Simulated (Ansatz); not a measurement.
Ta: hydrostatic pressure series

Computed with Ansatz, DFT PBE, scalar-relativistic, plane waves, PAW. Settings: 420 eV cutoff, 18×18×18 k-mesh, Gaussian smearing of 0.10 eV, no spin polarisation.

Reference structure (relaxed):

```
CELL_PARAMETERS angstrom
-1.65953 1.65953 1.65953
1.65953 -1.65953 1.65953
1.65953 1.65953 -1.65953
ATOMIC_POSITIONS crystal
Ta 0.00000 0.00000 0.00000
```

Cell and atoms are relaxed at each pressure within the symmetry of the start, at zero temperature, so transitions that lower the symmetry aren't seen. The k-mesh given is that at zero pressure and may differ at others.

Spin–orbit coupling is left out, which can shift energies with elements as heavy as these.

Give the structure at 5 GPa.

```
CELL_PARAMETERS angstrom
-1.64571 1.64571 1.64571
1.64571 -1.64571 1.64571
1.64571 1.64571 -1.64571
ATOMIC_POSITIONS crystal
Ta 0.00000 0.00000 0.00000
```
Symmetry: Im-3m, No. 229, cubic system. Conventional cell: a = 3.291 Å, b = 3.291 Å, c = 3.291 Å, α = 90.00°, β = 90.00°, γ = 90.00°. Around Ta (site symmetry m-3m) lie 8 Ta at 2.85 Å.